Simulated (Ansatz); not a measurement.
Relaxed bulk HfN, space group Fm-3m (No. 225):

```yaml
crystal:
  lattice:
    - [0.00000, 2.25078, 2.25078]
    - [2.25078, 0.00000, 2.25078]
    - [2.25078, 2.25078, 0.00000]
  atoms:
    - { symbol: Hf, position: [0.50000, 0.50000, 0.50000] }
    - { symbol: N, position: [0.00000, 0.00000, 0.00000] }
```

Miller indices refer to the conventional cell of Fm-3m (No. 225), a = 4.502 Å, b = 4.502 Å, c = 4.502 Å, α = 90.00°, β = 90.00°, γ = 90.00°.

The (111) slab of 9 planes, 10.4 Å thick with 15 Å of vacuum as cut; outer planes Hf (top) and Hf (bottom).

These are results of DFT PBEsol, scalar-relativistic, plane waves, PAW (Ansatz), not measurements. Plane waves to 420 eV, a k mesh through Γ of 12×12×1 on the computed 9-atom cell and Gaussian smearing (0.10 eV); no spin polarisation. A dipole correction removes the field between periodic images along c.

The slab isn't stoichiometric (Hf5N4), so its surface energy depends on the chemical potentials; it is given with the excess atoms taken from the elements' standard states.

With the atoms at the bulk's places:

```json
{"Surface energy in the limit rich in the excess atoms' elements": "2.21 J/m²", "Work function": "4.56 eV"}
```

Problem. What changes when all atoms relax?

Solution. The energy falls by 0.038 J/m² a face, and the largest move is 0.04 Å.

For the relaxed slab, the surface energy in the limit rich in the excess atoms' elements is 2.17 J/m² and the work function is 4.57 eV.

```
plane (bottom to top)  atoms  spacing to next, bulk (Å)  relaxed (Å)  change (%)
                    1     Hf                      1.299        1.271        -2.2
                    2      N                      1.299        1.260        -3.0
                    3     Hf                      1.299        1.330        +2.3
                    4      N                      1.299        1.301        +0.2
                    5     Hf                      1.299        1.301        +0.2
                    6      N                      1.299        1.330        +2.3
                    7     Hf                      1.299        1.260        -3.0
                    8      N                      1.299        1.271        -2.2
                    9     Hf
```

Slabs this thin can still miss converged surface energies by a few hundredths of a J/m² and work functions by about a tenth of an eV. Other terminations of this plane can be more stable.

Spin-orbit coupling is left out, which matters for the bands of heavy elements. Spin polarisation was left out, and a magnetic state may lie lower.

Relaxation barely alters this Hf-terminated surface: the outer two spacings contract by 2.2 and 3.0 %, the third expands by 2.3 %, and the central ones stay close to the bulk value. Each outermost Hf has lost three of its six N neighbours, so its remaining Hf–N bonds can strengthen and shorten. The N layer beneath is also drawn towards the next Hf plane, whose bonds to the N on its inner side lengthen in return. This alternation suggests a redistribution of bonding among the outer layers rather than a uniform compression.

Although (111) planes of a rocksalt nitride are formally polar, HfN is a metal, and its Hf 5d carriers can screen the surface charge without a large reconstruction. That fits the small displacements and the nearly unchanged work function. The low relaxation energy shows that the surface energy comes mainly from the cut bonds and the excess Hf. Since the quoted value belongs to the Hf-rich limit, this termination becomes more costly as conditions turn richer in nitrogen.
